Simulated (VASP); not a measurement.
# Pr (I4/mmm) in VASP: a series of runs

One crystal, Pr, is run at these levels: r2SCAN+U, PBE+U, optB86b-vdW+U; tasks: optical spectrum, density of states, relaxation of the atoms.

All numbers are computed with VASP 6.6.1; they aren't measurements. Logs are shortened: lines on timing, memory, paths and dates and some standing lists are left out, and cuts for length are marked.

### 1 The crystal as given

Symmetry: I4/mmm, No. 139, tetragonal system. Conventional cell: a = 4.389 Å, b = 4.389 Å, c = 3.772 Å, α = 90.00°, β = 90.00°, γ = 90.00°. Around Pr (site symmetry 4/mmm) lie 10 Pr at 3.63 to 3.77 Å.

This isn't the form of Pr at room conditions, which is double hcp.

### 2 Optical spectrum, r2SCAN+U, collinear spin, ferromagnetic start (cell strained at random at fixed volume)

File INCAR:

```
  PREC = Low
  ENCUT = 520
  EDIFF = 1E-6
  ISMEAR = -1
  SIGMA = 0.1
  LREAL = False
  LASPH = True
  NELM = 150
  ALGO = Normal
  ISIF = 2
  LWAVE = False
  LCHARG = False
  ISPIN = 2
  MAGMOM = 2
  LORBIT = 11
  LMAXMIX = 6
  LDAU = True
  LDAUTYPE = 2
  LDAUL = 3
  LDAUU = 8
  LDAUJ = 0
  LDAUPRINT = 1
  METAGGA = R2SCAN
  LMIXTAU = True
  LOPTICS = True
  NBANDS = 38
  NEDOS = 2000
  CSHIFT = 0.1
```

File KPOINTS:

```
Automatic mesh
0
Gamma
  7 7 7
```

File POSCAR:

```
Pr
1.0
   -2.1667380000      2.1853630000      1.9359740000
    2.1542720000     -2.1365760000      1.8647020000
    2.2182530000      2.1880910000     -1.8792070000
Pr
1
Direct
    0.0000000000      0.0000000000      0.0000000000
```

Potentials or basis: VASP PAW PBE potentials, release 64 (Pr_3), 4f in core.

The run is started by

```bash
$ cat potpaw_PBE.64/Pr_3/POTCAR > POTCAR
$ mpirun -np 1 vasp_std > vasp.out
```

OUTCAR:

```text
PREC = Low
   ENCUT = 520
   EDIFF = 1E-6
   ISMEAR = -1
   LREAL = False
   LASPH = True
   NELM = 150
   ISIF = 2
   ISPIN = 2
   LORBIT = 11
   METAGGA = R2SCAN

 ion  position               nearest neighbor table
   1  0.000  0.000  0.000-

  LATTYP: Found a triclinic cell.
 ALAT       =     3.6386546339
 B/A-ratio  =     1.2017772910
 C/A-ratio  =     1.0446194916
 COS(alpha) =     0.0064449673
 COS(beta)  =     0.5106921748
 COS(gamma) =     0.6183871887

  Lattice vectors:

 A1 = (   2.2182530000,   2.1880910000,  -1.8792070000)
 A2 = (   4.3725250000,   0.0515150000,  -0.0145050000)
 A3 = (   0.0124660000,  -0.0487870000,  -3.8006760000)

Analysis of symmetry for initial positions (statically):
=====================================================================
 Subroutine PRICEL returns:
 Original cell was already a primitive cell.

 Routine SETGRP: Setting up the symmetry group for a
 triclinic supercell.

 Subroutine GETGRP returns: Found  2 space group operations
 (whereof  2 operations were pure point group operations)
 out of a pool of  2 trial point group operations.

The static configuration has the point symmetry S_2 .

Analysis of symmetry for dynamics (positions and initial velocities):
=====================================================================
 Subroutine PRICEL returns:
 Original cell was already a primitive cell.

 Routine SETGRP: Setting up the symmetry group for a
 triclinic supercell.

 Subroutine GETGRP returns: Found  2 space group operations
 (whereof  2 operations were pure point group operations)
 out of a pool of  2 trial point group operations.

The dynamic configuration has the point symmetry S_2 .

[... 198 lines left out ...]
  o =  0.0000  v =  0.0000  0.0000  0.0000  0.0000  0.0000  0.0000  0.0000  0.0000  0.0000  0.0000  1.0000  0.0000  0.0000  0.0000      0.0000  0.0000  0.0000  0.0000  0.0000  0.0000  0.0000  0.0000  0.0000  0.0000  0.0000  0.0000  0.0000  0.0000
  o =  0.0000  v =  0.0000  0.0000  0.0000  0.0000  0.0000  0.0000  0.0000  0.0000  0.0000  0.0000  0.0000  1.0000  0.0000  0.0000      0.0000  0.0000  0.0000  0.0000  0.0000  0.0000  0.0000  0.0000  0.0000  0.0000  0.0000  0.0000  0.0000  0.0000
  o =  0.0000  v =  0.0000  0.0000  0.0000  0.0000  0.0000  0.0000  0.0000  0.0000  0.0000  0.0000  0.0000  0.0000  1.0000  0.0000      0.0000  0.0000  0.0000  0.0000  0.0000  0.0000  0.0000  0.0000  0.0000  0.0000  0.0000  0.0000  0.0000  0.0000
  o =  0.0000  v =  1.0000  0.0000  0.0000  0.0000  0.0000  0.0000  0.0000  0.0000  0.0000  0.0000  0.0000  0.0000  0.0000  0.0000      0.0000  0.0000  0.0000  0.0000  0.0000  0.0000  0.0000  0.0000  0.0000  0.0000  0.0000  0.0000  0.0000  0.0000

 number of electron      11.0000007 magnetization      -0.0009433

 Free energy of the ion-electron system (eV)
  ---------------------------------------------------
  ext. energy  EPLUGINS =         0.00000000
  ---------------------------------------------------
  free energy    TOTEN  =       -29.32926432 eV

  energy without entropy =      -29.27756055  energy(sigma->0) =      -29.30341243

 E-fermi :   3.5673     XC(G=0): -10.2559

 val. band max:        3.5669688327   @ k =  -0.4286   0.1429   0.2857
 cond. band min:       3.5673244764   @ k =   0.1429   0.1429   0.1429
 fundamental gap:      0.0003556438
 Fermi energy:         3.5672672975

 spin component 1

 k-point     1 :       0.0000    0.0000    0.0000
  band No.  band energies     occupation
      1     -34.0302      1.00000
      2     -15.0448      1.00000
      3     -14.9968      1.00000
      4     -14.9550      1.00000
      5      -0.2999      1.00000
      6       4.3832      0.00029
[... 943 lines left out ...]
      6       3.8893      0.03841
[... 9 lines left out ...]
     16      22.4019      0.00000
     17      23.3511      0.00000

 [... further k-points ...]

 [bands above 17 left out]

------------------------ aborting loop because EDIFF is reached ----------------------------------------

  frequency dependent      REAL DIELECTRIC FUNCTION (independent particle, no local field effects) density-density
     E(ev)        X           Y           Z          XY          YZ          ZX
  --------------------------------------------------------------------------------------------------------------
     0.00000    68.93810    69.10937    94.09958    -4.04786    -4.91939     3.74890
     1.07066    10.55747    10.79629     1.24959     0.92148     0.20276    -0.26723
     2.14132    -5.59753    -5.52596     1.32432     0.29124     0.22702    -0.08048
     3.21198    -0.15524    -0.13211    -1.81040     0.09893     0.26106    -0.11186
     4.28263    -3.10615    -3.11108    -6.02893     0.26611    -0.01604    -0.00028
     5.35329    -2.66744    -2.71081    -2.08832     0.21575     0.21769    -0.03188
[... 92 lines left out ...]
   104.92454     0.95933     0.95932     0.96005    -0.00003    -0.00000     0.00001
   105.99519     0.96019     0.96019     0.96090    -0.00002    -0.00000     0.00001

  frequency dependent IMAGINARY DIELECTRIC FUNCTION (independent particle, no local field effects) current-current
     E(ev)      X         Y         Z        XY        YZ        ZX
  --------------------------------------------------------------------------------------------------------------
     0.00000   399.05026   396.14218   596.25366   -24.90103   -27.04585    28.34174
     1.07066    30.05590    30.41556    37.20238    -0.67568    -1.22352    -0.17887
     2.14132    16.14239    16.17808    17.02227    -0.11124    -0.00508    -0.06926
     3.21198     6.39511     6.41744     7.84889    -0.22296    -0.34497     0.11206
     4.28263     5.84849     5.77823     4.94680    -0.28060    -0.03324     0.02070
     5.35329     3.59217     3.59638     1.58360     0.02896     0.00970    -0.00427
[... 92 lines left out ...]
   104.92454     0.00000     0.00000     0.00000     0.00000    -0.00000    -0.00000
   105.99519     0.00000     0.00000     0.00000     0.00000    -0.00000    -0.00000

  frequency dependent      REAL DIELECTRIC FUNCTION (independent particle, no local field effects) current-current
     E(ev)        X           Y           Z          XY          YZ          ZX
  --------------------------------------------------------------------------------------------------------------
     0.00000    29.97408    29.20070    33.60500    -2.98933     4.54786    -3.32701
     1.07066     4.41985     4.51986    -8.17304     0.98260     0.50951    -0.14967
     2.14132    -7.56126    -7.48873    -0.64191     0.31972     0.17077    -0.04489
     3.21198    -0.44168    -0.41635    -2.22718     0.10858     0.27622    -0.11762
     4.28263    -3.41997    -3.41570    -6.30658     0.28991    -0.02201     0.00271
     5.35329    -2.82890    -2.87117    -2.15413     0.21632     0.21350    -0.02870
[... 92 lines left out ...]
   104.92454     0.95928     0.95928     0.95999    -0.00002    -0.00002     0.00002
   105.99519     0.96015     0.96014     0.96084    -0.00002    -0.00002     0.00002

 total charge

# of ion       s       p       d       tot
------------------------------------------
    1        2.124   5.711   0.943   8.778

 magnetization (x)

# of ion       s       p       d       tot
------------------------------------------
    1       -0.000  -0.000  -0.000  -0.000

=======================================================================
```

It took 10 min on 1 thread of Intel Xeon Platinum 8488C (Sapphire Rapids), shared host; peak memory 0.51 GiB.

These settings aren't checked as converged (typed here: k = 7 × 7 × 7; PREC = Low): the numbers below hold their error.

Results:

- Free energy: -29.3293 eV
- Pressure: 0.0 GPa
- Band gap on the k mesh: none (metal or under the smearing width)
- Net moment: 0.00 μB per cell
- Valence electrons inside the program's atomic spheres: Pr 8.78

Caveat: the magnetic or orbital state may not be the lowest; U is put on an f shell that these potentials keep in the core, so it has next to no effect; spectra need much finer meshes, so this one isn't converged; independent-particle spectra lack excitons; the intraband (Drude) part of a metal's response may be missing; the PAW data sets were made with another functional, which shifts forces and pressure a little; spin-orbit coupling is left out, which moves the levels of the heavy elements; the 4f electrons are frozen in the core as for a trivalent ion, so they carry no moment and show no levels.

### 3 Density of states, PBE+U, collinear spin, ferromagnetic start

File POSCAR:

```
Pr
3.6316
   -0.604271543865      0.604271543865      0.519315963322
    0.604271543865     -0.604271543865      0.519315963322
    0.604271543865      0.604271543865     -0.519315963322
Pr
1
Direct
    0.0000000000      0.0000000000      0.0000000000
```

File INCAR.step1:

```
  ALGO = Normal
  EDIFF = 1E-6
  ENCUT = 520
  GGA = PE
  ISIF = 2
  ISMEAR = 1
  ISPIN = 2
  LASPH = T
  LCHARG = T
  LDAU = T
  LDAUJ = 1
  LDAUL = 3
  LDAUPRINT = 1
  LDAUTYPE = 2
  LDAUU = 8
  LMAXMIX = 6
  LREAL = F
  LWAVE = F
  MAGMOM = 2
  NELM = 150
  NUPDOWN = 3
  PREC = Accurate
  SIGMA = 0.1
```

File KPOINTS.step1:

```
k-points
0
Gamma
  9 9 9
```

File INCAR.step2:

```
  ALGO = Normal
  EDIFF = 1E-6
  ENCUT = 520
  GGA = PE
  ICHARG = 11
  ISIF = 2
  ISMEAR = -5
  ISPIN = 2
  LASPH = T
  LCHARG = F
  LDAU = T
  LDAUJ = 1
  LDAUL = 3
  LDAUPRINT = 1
  LDAUTYPE = 2
  LDAUU = 8
  LMAXMIX = 6
  LORBIT = 10
  LREAL = F
  LWAVE = F
  MAGMOM = 2
  NEDOS = 2001
  NELM = 150
  NUPDOWN = 3
  PREC = Accurate
  SIGMA = 0.1
```

File KPOINTS.step2:

```
k-points
0
Gamma
  14 14 14
```

Potentials or basis: VASP PAW PBE potentials, release 64 (Pr).

The run is started by

```bash
$ cat potpaw_PBE.64/Pr/POTCAR > POTCAR
$ cp INCAR.step1 INCAR
$ cp KPOINTS.step1 KPOINTS
$ mpirun -np 1 vasp_std > vasp.out
$ cp INCAR.step2 INCAR
$ cp KPOINTS.step2 KPOINTS
$ mpirun -np 1 vasp_std > vasp.out
```

It took 4.6 min on 1 thread of Intel Xeon Platinum 8488C (Sapphire Rapids), shared host; peak memory 0.31 GiB.

It converged, with:

| Property | Result |
| --- | --- |
| Net moment | 3.00 μB per cell |
| Site moments | Pr +2.26 μB |
| Valence electrons inside the program's atomic spheres | Pr 9.92 |

Eigenvalues of the final occupation matrices:
```tsv
site	spin	trace	eigenvalues
site 1 f	1	1.97	0.00 0.00 0.00 0.01 0.01 0.97 0.97
site 1 f	2	0.01	0.00 0.00 0.00 0.00 0.00 0.00 0.00
```

Caveat: the magnetic or orbital state may not be the lowest; spin-orbit coupling is left out, which moves the levels of the heavy elements; the total moment is fixed, so each spin has its own Fermi level. The state reached can hang on the start; a lower one may exist.

### 4 Relaxation of the atoms, optB86b-vdW+U, non-collinear spin, ferromagnetic start (volume scaled by 1.04)

File INCAR:

```
  PREC = Accurate
  ENCUT = 800
  EDIFF = 1E-6
  ISMEAR = 1
  SIGMA = 0.2
  LREAL = False
  LASPH = True
  NELM = 120
  ALGO = Fast
  ISIF = 2
  LWAVE = False
  LCHARG = False
  LNONCOLLINEAR = True
  MAGMOM = 1.155 1.155 1.155
  LORBIT = 11
  LMAXMIX = 6
  LDAU = True
  LDAUTYPE = 2
  LDAUL = 3
  LDAUU = 8
  LDAUJ = 0
  LDAUPRINT = 1
  GGA = MK
  LUSE_VDW = True
  AGGAC = 0.0
  PARAM1 = 0.1234
  PARAM2 = 1.0
  IBRION = 2
  NSW = 40
  EDIFFG = -0.01
  AMIX = 0.2
  BMIX = 1E-4
  AMIX_MAG = 0.8
  BMIX_MAG = 1E-4
  KSPACING = 0.4
```

File POSCAR:

```
Pr
1.0
   -2.2233504890      2.2233504890      1.9107658018
    2.2233504890     -2.2233504890      1.9107658018
    2.2233504890      2.2233504890     -1.9107658018
Pr
1
Cartesian
    0.0000000000      0.0000000000      0.0000000000
```

Potentials or basis: VASP PAW PBE potentials, release 64 (Pr_3), 4f in core.

The run is started by

```bash
$ cat potpaw_PBE.64/Pr_3/POTCAR > POTCAR
$ mpirun -np 1 vasp_ncl > vasp.out
```

It took 11 min on 1 thread of Intel Xeon Platinum 8488C (Sapphire Rapids), shared host; peak memory 0.85 GiB.

The run converged, but some of its settings lie outside the range that counts as converged (typed here: AMIX = 0.2; BMIX = 0.0001; AMIX_MAG = 0.8; BMIX_MAG = 0.0001; KSPACING = 0.4; ENCUT = 800), so its numbers aren't taken as properties of the crystal.

Results:

```yaml
Free_energy: -2.3455 eV
Pressure_after_relaxing: -2.5 GPa
Band_gap_on_the_k_mesh: none (metal or under the smearing width)
Net_moment: 0.00 μB per cell
Valence_electrons_inside_the_program's_atomic_spheres: Pr 8.76
```

Caveat: the magnetic or orbital state may not be the lowest; the relaxation stopped at its first step, so nothing moved; U is put on an f shell that these potentials keep in the core, so it has next to no effect; the PAW data sets were made with another functional, which shifts forces and pressure a little; spin-orbit coupling is left out, which moves the levels of the heavy elements; the 4f electrons are frozen in the core as for a trivalent ion, so they carry no moment and show no levels.

### 5 For comparison

An earlier run on the cell as given: functional PBE; potentials or basis VASP PAW PBE potentials, release 64 (Pr); cutoff 520 eV; k mesh 9 × 9 × 9; occupations fermi-dirac, width 0.05 eV; collinear spin, ferromagnetic start; starting moments [2.0] μB.

- Pressure: -1.7 GPa
- Band gap on the k mesh: none (metal or under the smearing width)
- Net moment: 2.92 μB per cell
- Site moments: Pr +2.29 μB
- Valence electrons inside the program's atomic spheres: Pr 10.01
